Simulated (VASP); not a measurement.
# TiS2 (P-3m1) in VASP: notebook

Aim: see how the results for TiS2 move with the level of theory and the settings. Levels: PBE+D3(BJ), PBE. Tasks: relaxation of cell and atoms.

Program: VASP 6.6.1. These are calculated values, not measurements. Logs are shortened: lines on timing, memory, paths and dates and some standing lists are left out, and cuts for length are marked.

## Step 1: Starting point

Symmetry: P-3m1, No. 164, trigonal system. The conventional cell has a = 3.358 Å, b = 3.358 Å, c = 5.523 Å, α = 90.00°, β = 90.00°, γ = 120.00°. Around Ti (site symmetry -3m) lie 6 S at 2.41 Å. S (site symmetry 3m) is surrounded by 3 Ti at 2.41 Å.

## Step 2: Relaxation of cell and atoms, PBE+D3(BJ)

INCAR

```
SYSTEM = TiS2
ALGO = Normal
EDIFF = 1E-7
EDIFFG = -0.005
ENCUT = 600
GGA = PE
IBRION = 2
ISIF = 3
ISMEAR = 1
IVDW = 12
LASPH = .True.
LCHARG = .False.
LREAL = .False.
LWAVE = .False.
NELM = 80
NSW = 90
PREC = Accurate
SIGMA = 0.1
```

KPOINTS

```
k-points
0
Gamma
  12 12 7
  0 0 0
```

POSCAR

```
TiS2                                    
1.0
    3.3584555061      0.0000000000     -0.0000000000
   -1.6792277531      2.9085077858     -0.0000000000
    0.0000000000     -0.0000000000      5.5230876405
  Ti              S             
     1     2
Direct
     0.0000000000000000    0.0000000000000000    0.0000000000000000
     0.3333333332999970    0.6666666667000030    0.2587672932822837
     0.6666666667000030    0.3333333332999970    0.7412327067177162
```

Potentials or basis: VASP PAW PBE potentials, release 64 (Ti_sv, S).

Command:

```bash
$ cat potpaw_PBE.64/Ti_sv/POTCAR potpaw_PBE.64/S/POTCAR > POTCAR
$ mpirun -np 1 vasp_std > vasp.out
```

OUTCAR:

```text
SYSTEM = TiS2
   EDIFF = 1E-7
   EDIFFG = -0.005
   ENCUT = 600
   GGA = PE
   IBRION = 2
   ISIF = 3
   ISMEAR = 1
   IVDW = 12
   LASPH = .True.
   LREAL = .False.
   NELM = 80
   NSW = 90
   PREC = Accurate
 IVDW          = 12

 ion  position               nearest neighbor table
   1  0.000  0.000  0.000-   2 2.41   3 2.41   3 2.41   2 2.41   3 2.41   2 2.41
   2  0.333  0.667  0.259-   1 2.41   1 2.41   1 2.41
   3  0.667  0.333  0.741-   1 2.41   1 2.41   1 2.41

  LATTYP: Found a hexagonal cell.
 ALAT       =     3.3584555061
 C/A-ratio  =     1.6445320268

  Lattice vectors:

 A1 = (   3.3584555061,   0.0000000000,   0.0000000000)
 A2 = (  -1.6792277531,   2.9085077858,   0.0000000000)
 A3 = (   0.0000000000,   0.0000000000,   5.5230876405)

Analysis of symmetry for initial positions (statically):
=====================================================================
 Subroutine PRICEL returns:
 Original cell was already a primitive cell.

 Routine SETGRP: Setting up the symmetry group for a
 hexagonal supercell.

 Subroutine GETGRP returns: Found 12 space group operations
 (whereof 12 operations were pure point group operations)
 out of a pool of 24 trial point group operations.

The static configuration has the point symmetry D_3d.

Analysis of symmetry for dynamics (positions and initial velocities):
=====================================================================
 Subroutine PRICEL returns:
 Original cell was already a primitive cell.

 Routine SETGRP: Setting up the symmetry group for a
 hexagonal supercell.

 Subroutine GETGRP returns: Found 12 space group operations
 (whereof 12 operations were pure point group operations)
 out of a pool of 24 trial point group operations.

The dynamic configuration has the point symmetry D_3d.

 Subroutine INISYM returns: Found 12 space group operations
 (whereof 12 operations are pure point group operations),
 and found     1 'primitive' translations

----------------------------------------------------------------------------------------

                                     Primitive cell

  volume of cell :      53.9500

  direct lattice vectors                    reciprocal lattice vectors
     3.358455506  0.000000000  0.000000000     0.297755917  0.171909459  0.000000000
    -1.679227753  2.908507786  0.000000000     0.000000000  0.343818918  0.000000000
[... 90 lines left out ...]
   NSW    =     90    number of steps for IOM
   IBRION =      2    ionic relax: 0-MD 1-quasi-New 2-CG
   NFREE  =      1    steps in history (QN), initial steepest desc. (CG)
   ISIF   =      3    stress and relaxation
   ISYM   =      2    0-nonsym 1-usesym 2-fastsym
   POTIM  = 0.5000    time-step for ionic-motion
   TEBEG  =    0.0;   TEEND  =   0.0 temperature during run
   PSTRESS=    0.0 pullay stress
   NELECT =      24.0000    total number of electrons
   NUPDOWN=      -1.0000    fix difference up-down
   EMIN   =  10.00;   EMAX   =-10.00  energy-range for DOS
   EFERMI =   0.00;   METHOD = LEGACY
   ISMEAR =     1;   SIGMA  =   0.10  broadening in eV -4-tet -1-fermi 0-gaus
   EFERMI_NEDOS =   21; number of points for ismear=-14 and -15
   IALGO  =     38    algorithm
   IMIX   =      4    mixing-type and parameters
     AMIX     =   0.40;   BMIX     =  1.00
     AMIX_MAG =   1.60;   BMIX_MAG =  1.00
  volume/ion in A,a.u.               =      17.98       121.36
  Fermi-wavevector in a.u.,A,eV,Ry     =   1.249726  2.361639 21.249770  1.561814
  Thomas-Fermi vector in A             =   2.383753
   LORBIT       =      0    0 simple, 1 ext, 2 COOP (PROOUT), +10 PAW based schemes
   GGA     = PE    functional components
   LHFCALC =     F    Hartree Fock is set to
   AEXX    =    0.0000 exact exchange contribution
   IVDW    =    12    specifies the selected vdW correction
   LEPSILON=     F    determine dielectric tensor
   LRPA    =     F    only Hartree local field effects (RPA)
 conjugate gradient relaxation of ions
 non-spin polarized calculation
 Methfessel and Paxton  Order N= 1 SIGMA  =   0.10
  energy-cutoff  :      600.00
  volume of cell :       53.95
 maximum number of plane-waves:      1822
 NGX is ok and might be reduce to    28
   NGX = 13   NGY = 13   NGZ = 23

 number of electron      24.0000001 magnetization

 Free energy of the ion-electron system (eV)
  ---------------------------------------------------
  ext. energy  EPLUGINS =         0.00000000
  ---------------------------------------------------
  free energy    TOTEN  =       -19.87623592 eV

  energy without entropy =      -19.87656268  energy(sigma->0) =      -19.87634484

 E-fermi :   6.1612     XC(G=0): -10.4419

 val. band max:        6.1590790450   @ k =   0.0000   0.0000   0.2857
 cond. band min:       6.2155661168   @ k =   0.4167  -0.0000   0.4286
 fundamental gap:      0.0564870718
 Fermi energy:         6.1612332184

 k-point     1 :       0.0000    0.0000    0.0000
  band No.  band energies     occupation
      1     -51.3898      2.00000
      2     -27.6249      2.00000
      3     -27.5739      2.00000
      4     -27.5739      2.00000
      5      -7.8767      2.00000
      6      -5.9733      2.00000
[... 433 lines left out ...]
      3     -27.6121      2.00000
      4     -27.5826      2.00000
      5      -7.4822      2.00000
      6      -6.0014      2.00000
[... 8 lines left out ...]
     15       7.8047     -0.00000
     16       9.4294      0.00000

 [... further k-points ...]

------------------------ aborting loop because EDIFF is reached ----------------------------------------

 Edisp (eV)   -1.23035

 E8    (eV) :    -0.4988

  FORCE on cell =-STRESS in cart. coord.  units (eV):
  Direction    XX          YY          ZZ          XY          YZ          ZX
  --------------------------------------------------------------------------------------
  -------------------------------------------------------------------------------------
  Total      -0.00958    -0.00958     0.00340     0.00000     0.00000    -0.00000
  in kB      -0.28441    -0.28441     0.10103     0.00000     0.00000    -0.00000
  external pressure =       -0.16 kB  Pullay stress =        0.00 kB

 VOLUME and BASIS-vectors are now :
 -----------------------------------------------------------------------------
  energy-cutoff  :      600.00
  volume of cell :       53.95
      direct lattice vectors                 reciprocal lattice vectors
     3.358455506  0.000000000  0.000000000     0.297755917  0.171909459  0.000000000
    -1.679227753  2.908507786  0.000000000     0.000000000  0.343818918  0.000000000
     0.000000000  0.000000000  5.523087641     0.000000000  0.000000000  0.181058144

 POSITION                                       TOTAL-FORCE (eV/Angst)
 -----------------------------------------------------------------------------------
      0.00000      0.00000      0.00000        -0.000000      0.000000     -0.000000
     -0.00000      1.93901      1.42919         0.000000     -0.000000      0.003774
      1.67923      0.96950      4.09389        -0.000000      0.000000     -0.003774
 -----------------------------------------------------------------------------------
    total drift:                                0.000000      0.000000      0.000000

  FREE ENERGIE OF THE ION-ELECTRON SYSTEM (eV)
  ---------------------------------------------------
  free  energy   TOTEN  =       -21.1065897084 eV

  energy  without entropy=      -21.1069164637  energy(sigma->0) =      -21.10669863

 reached required accuracy - stopping structural energy minimisation
```

OSZICAR:

```text
N       E                     dE             d eps       ncg     rms          rms(c)
DAV:   1     0.222956506217E+03    0.22296E+03   -0.13205E+04  3584   0.170E+03
DAV:   2     0.155570305712E+01   -0.22140E+03   -0.21874E+03  3824   0.408E+02
DAV:   3    -0.227468778854E+02   -0.24303E+02   -0.23677E+02  5712   0.116E+02
DAV:   4    -0.234466088987E+02   -0.69973E+00   -0.69946E+00  4512   0.206E+01
DAV:   5    -0.234737053849E+02   -0.27096E-01   -0.27095E-01  5848   0.357E+00    0.149E+01
DAV:   6    -0.209678177003E+02    0.25059E+01   -0.40872E+01  4904   0.524E+01    0.114E+01
DAV:   7    -0.201350006998E+02    0.83282E+00   -0.20565E+01  5160   0.329E+01    0.591E+00
DAV:   8    -0.199467902466E+02    0.18821E+00   -0.40480E+00  4600   0.160E+01    0.298E+00
DAV:   9    -0.198755206232E+02    0.71270E-01   -0.57485E-01  4816   0.610E+00    0.607E-01
DAV:  10    -0.198760546081E+02   -0.53398E-03   -0.19431E-02  4032   0.125E+00    0.361E-01
DAV:  11    -0.198783070815E+02   -0.22525E-02   -0.18546E-02  5576   0.982E-01    0.364E-01
DAV:  12    -0.198762043700E+02    0.21027E-02   -0.13122E-02  5264   0.810E-01    0.668E-02
DAV:  13    -0.198762617927E+02   -0.57423E-04   -0.19041E-04  3992   0.124E-01    0.424E-02
DAV:  14    -0.198762360140E+02    0.25779E-04   -0.13285E-04  5728   0.857E-02    0.965E-03
DAV:  15    -0.198762360458E+02   -0.31726E-07   -0.38593E-06  3752   0.155E-02    0.694E-03
DAV:  16    -0.198762359116E+02    0.13421E-06   -0.12938E-06  5232   0.736E-03    0.233E-03
DAV:  17    -0.198762359226E+02   -0.11042E-07   -0.91220E-08  2464   0.221E-03
   1 F= -.21106590E+02 E0= -.21106699E+02  d E =-.211066E+02
```

Wall time 56 s (1 thread of Intel Xeon 6975P-C (Granite Rapids), shared host); peak memory 0.27 GiB.

What came out:

```yaml
Free_energy: -21.1066 eV
Pressure_after_relaxing: 0.0 GPa
Largest_force_after_relaxing: 0.004 eV/Å
Band_gap_on_the_k_mesh: none (metal or under the smearing width)
Dispersion_energy_per_atom: -0.410 eV
```

Forces in eV/Å, atoms in the order of the input:
```
Ti   0.000  0.000  0.000
S    0.000  0.000  0.004
S    0.000  0.000 -0.004
```

Final structure:
```yaml
crystal:
  lattice:
    - [3.35846, 0.00000, 0.00000]
    - [-1.67923, 2.90851, 0.00000]
    - [0.00000, 0.00000, 5.52309]
  atoms:
    - { symbol: Ti, position: [0.00000, 0.00000, 0.00000] }
    - { symbol: S, position: [0.33333, 0.66667, 0.25877] }
    - { symbol: S, position: [0.66667, 0.33333, 0.74123] }
```

Levels at points of the mesh, in eV from the Fermi level:
| k point | band 10 | band 11 | band 12 | band 13 | band 14 | band 15 |
| --- | --- | --- | --- | --- | --- | --- |
| (0.00, 0.00, 0.00) | 0.15 | 0.16 | 0.16 | 0.54 | 0.54 | 0.87 |
| (0.50, 0.00, 0.00) | -2.91 | -2.64 | -1.65 | 0.18 | 1.65 | 2.10 |

Caveat: the relaxation stopped at its first step, so nothing moved; pairwise dispersion overbinds metals, which lowers pressure and volume.

(Part 1 of 2 ends here.)
